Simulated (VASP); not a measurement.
A run of VASP 6.6.1 is set up as follows.

INCAR

```
PREC = Accurate
ENCUT = 520
EDIFF = 1E-7
ISMEAR = 0
SIGMA = 0.02
LREAL = F
LASPH = T
NELM = 60
ALGO = Fast
ISIF = 3
LWAVE = F
LCHARG = F
GGA = PE
IBRION = 2
NSW = 80
EDIFFG = -0.002
KPAR = 4
```

KPOINTS

```
regular mesh
0
Gamma
  10 10 10
```

POSCAR

```
ZnS
1.0
    0.0000000000      2.7020000000      2.7020000000
    2.7020000000      0.0000000000      2.7020000000
    2.7020000000      2.7020000000      0.0000000000
Zn S
1 1
Direct
    0.2500000000      0.2500000000      0.2500000000
    0.0000000000      0.0000000000      0.0000000000
```

Potentials or basis: VASP PAW PBE potentials, release 64 (Zn, S).

The run is started by

```sh
$ cat potpaw_PBE.64/Zn/POTCAR potpaw_PBE.64/S/POTCAR > POTCAR
$ mpirun -np 4 vasp_std > vasp.out
```

(1) What does it give for the relaxed cell?

(2) Estimate the band gap on the k mesh.

Answers

(1) a = 3.852 Å, b = 3.852 Å, c = 3.852 Å, α = 60.00°, β = 60.00°, γ = 60.00°.

(2) 2.01 eV, direct.
